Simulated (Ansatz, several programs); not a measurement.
An 8-atom cell of ZnGeP₂ started from a crystallographic database, relaxed with PBE in Ansatz (plane waves, PAW): it is tetragonal, I-42d (No. 122); conventional cell a = 5.500 Å, c = 10.842 Å, 20.50 Å³ an atom. Zn is surrounded by 4 P at 2.38 Å; Ge is surrounded by 4 P at 2.36 Å; P is surrounded by 2 Ge at 2.36 Å and 2 Zn at 2.38 Å. The cell was then scaled with its shape and fractional coordinates held, which makes it stiffer than a relaxed compression. The values are computed, spin-unpolarised, and not measurements.

| V (Å³/atom) | E (meV/atom) |
| --- | --- |
| 19.270 | 19.48 |
| 20.500 | 0.00 |
| 21.115 | 4.06 |
| 21.730 | 15.47 |

**Question.** Pass a cubic E = c₀ + c₁u + c₂u² + c₃u³, with u = V − 20.654 Å³, through these points.

**Answer.** c₀ = 0.25, c₁ = +3.361, c₂ = 11.091, c₃ = -0.9942 (meV and Å³).

**Question.** Where is the minimum, and what bulk modulus follows?

**Answer.** dE/du = 0 at u = -0.149, so V₀ = 20.51 Å³. B = V₀ d²E/dV² = 20.51 × (2c₂ + 6c₃u) = 20.51 × 23.069 = 473 meV/Å³, and 1 meV/Å³ is 0.16022 GPa: 76 GPa. A third-order Birch-Murnaghan fit to all five points gives 20.50 Å³ and 75 GPa.

**Question.** Predict the energy and the pressure at the withheld volume, 19.885 Å³.

**Answer.** With u = -0.769: E ≈ 4.68 meV and P = −dE/dV ≈ +2.48 GPa. The run gives 4.61 meV and, from its stress, +2.46 GPa.
